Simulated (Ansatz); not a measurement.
**Barrier of one jump, H in BP**

The calculation used DFT PBE, scalar-relativistic, plane waves, PAW (Ansatz 0.2.0). (420 eV cutoff, 2×2×2 k-mesh, shifted by half a step, Gaussian smearing of 0.02 eV, no spin polarisation)

In a supercell of 32 host sites with charge +1, interstitial H hops to an equivalent place, moving 0.81 Å between the relaxed ends. Climbing-image nudged elastic band at fixed cell with images 0 (start) to 4 (end), the path measured over all atoms, converged to 0.05 eV/Å; the order of the saddle wasn't checked, and the small cell leaves errors of about a tenth of an eV. Zero-point motion and tunnelling, which matter for H, are left out.

Start:

```xyz
33
Lattice="4.5482 4.5482 -4.5482 -4.5482 -4.5482 -4.5482 -4.5482 4.5482 4.5482" Properties=species:S:1:pos:R:3 pbc="T T T"
B    -2.2765    0.0025   -2.2670
B    -0.0115    2.2764   -2.2623
B     2.2763    4.5462   -2.2672
B    -2.2926    4.5296   -2.3058
B    -4.5511   -0.0007   -0.0024
B    -2.2621    2.2719   -0.0073
B     0.0019    4.5005    0.0431
B    -2.2736    2.2707   -4.5549
B    -4.5459   -2.2865   -2.2615
B    -0.0022    0.0109   -4.5545
B     2.2280    2.2774   -4.5069
B    -4.3896    2.4324    2.1085
B    -6.7881    0.0341   -2.2801
B    -4.5441    2.2783   -2.2761
B    -0.0035    0.0007   -0.0067
B    -2.2752   -2.2768   -4.5505
P    -1.1572   -1.1095   -3.4354
P     1.1090    1.1350   -3.3830
P     3.4147    3.4061   -3.4082
P    -1.1307    3.4037   -3.4157
P    -3.4163   -1.1408   -1.1385
P    -1.1378    1.1375   -1.1383
P     1.1327    3.4064   -1.1383
P    -1.1368    1.1357   -5.6857
P    -3.4187   -3.4050   -3.4158
P    -3.4193    3.4029   -1.1277
P    -1.3162    5.5069   -0.9627
P    -3.3826    1.1179    1.1109
P    -1.1391    3.3819    1.1663
P    -3.4166    1.1404   -3.4082
P    -3.3476    3.4750    3.4122
P    -5.6697    1.1528   -1.1336
H    -0.2710   -2.5779   -1.3201
```

Atom 33 jumps to (0.271, -1.970, -1.320) Å.

Q: Give the energy along the band and the structure at its top.

A:
```csv
image,path (Å),E − E(0) (eV),H x (Å),H y (Å),H z (Å),force on H (eV/Å)
0,0.00,0.000,-0.271,-2.578,-1.320,0.00
1,0.29,0.035,-0.153,-2.434,-1.166,0.18
2,0.57,0.082,0.000,-2.274,-1.107,0.01
3,0.86,0.035,0.153,-2.114,-1.166,0.18
4,1.15,0.000,0.271,-1.970,-1.320,0.00
```

Barrier 0.08 eV. Image 2:
```xyz
33
Lattice="4.5482 4.5482 -4.5482 -4.5482 -4.5482 -4.5482 -4.5482 4.5482 4.5482" Properties=species:S:1:pos:R:3 pbc="T T T"
B    -2.2810    0.0069   -2.2712
B     0.0000    2.2741   -2.2702
B     2.2810    4.5413   -2.2712
B    -2.2994    4.5229   -2.3120
B    -4.5487   -0.0008   -0.0022
B    -2.2733    2.2746   -0.0023
B     0.0039    4.5321    0.0008
B    -2.2580    2.2701   -4.5474
B    -4.5482   -2.2741   -2.2702
B     0.0005    0.0008   -4.5504
B     2.2580    2.2780   -4.5474
B    -4.5482    2.2741    2.1856
B    -6.7970    0.0253   -2.3120
B    -4.5482    2.2741   -2.2813
B    -0.0039    0.0161    0.0008
B    -2.2749   -2.2746   -4.5504
P    -1.1587   -1.1154   -3.4196
P     1.1249    1.1428   -3.4144
P     3.4153    3.4070   -3.4151
P    -1.1249    3.4053   -3.4144
P    -3.4149   -1.1336   -1.1420
P    -1.1405    1.1408   -1.1420
P     1.1405    3.4074   -1.1420
P    -1.1333    1.1336   -5.6902
P    -3.4169   -3.3990   -3.4144
P    -3.4186    3.4037   -1.1341
P    -1.2223    5.6000   -1.0993
P    -3.3895    1.1154    1.1285
P    -1.1313    3.3990    1.1338
P    -3.4153    1.1412   -3.4151
P    -3.3259    3.4964    3.4488
P    -5.6778    1.1445   -1.1341
H     0.0000   -2.2741   -1.1066
```

Cost: 1 run of about 5.4 core-minutes, on Arm Neoverse V1 (shared hosts).